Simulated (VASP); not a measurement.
**ZrN: single point with PBEsol**

ZrN, a slab with vacuum:

```
Zr N
1.0
     3.21888    0.00000    0.00000
     0.00000    3.21888    0.00000
     0.00000    0.00000   24.10437
Zr N
5 5
Direct
  0.50000 0.50000 0.31596
  0.00000 0.00000 0.40566
  0.50000 0.50000 0.50000
  0.00000 0.00000 0.59434
  0.50000 0.50000 0.68404
  0.00000 0.00000 0.30867
  0.50000 0.50000 0.40578
  0.00000 0.00000 0.50000
  0.50000 0.50000 0.59422
  0.00000 0.00000 0.69133
```

The cell isn't the ideal one: (1 0 0) slab, atoms relaxed.

```
Program             : VASP 6.6.1
Task                : single point
Functional          : PBEsol
Potentials or basis : VASP PAW PBE potentials, release 64 (Zr_sv, N)
Cutoff              : 520 eV
k mesh              : 11 × 11 × 1
Occupations         : gaussian, width 0.1 eV
Spin                : no spin polarisation
```

```
Largest force                   : 0.029 eV/Å
Band gap on the k mesh          : none (metal or under the smearing width)
Work function of the upper face : 2.38 eV
Work function of the lower face : 2.38 eV
```

Forces on the atoms (eV/Å):
```
Zr   0.000  0.000 -0.019
Zr   0.000  0.000  0.019
Zr   0.000  0.000  0.000
Zr   0.000  0.000 -0.019
Zr   0.000  0.000  0.019
N    0.000  0.000 -0.029
N    0.000  0.000  0.017
N    0.000  0.000  0.000
N    0.000  0.000 -0.017
N    0.000  0.000  0.029
```

Levels at points of the mesh, in eV from the Fermi level:
```tsv
k point	band 39	band 40	band 41	band 42	band 43	band 44	band 45	band 46
(0.00, 0.00, 0.00)	-2.32	-2.32	-2.26	-2.26	-2.10	-1.12	-0.50	-0.05
```

Run time: 5.6 min on 1 thread of Intel(R) Xeon(R) 6975P-C (Granite Rapids) (shared host), peak memory 0.43 GiB.

Caveat: the PAW data sets were made with another functional, which shifts forces and pressure a little.
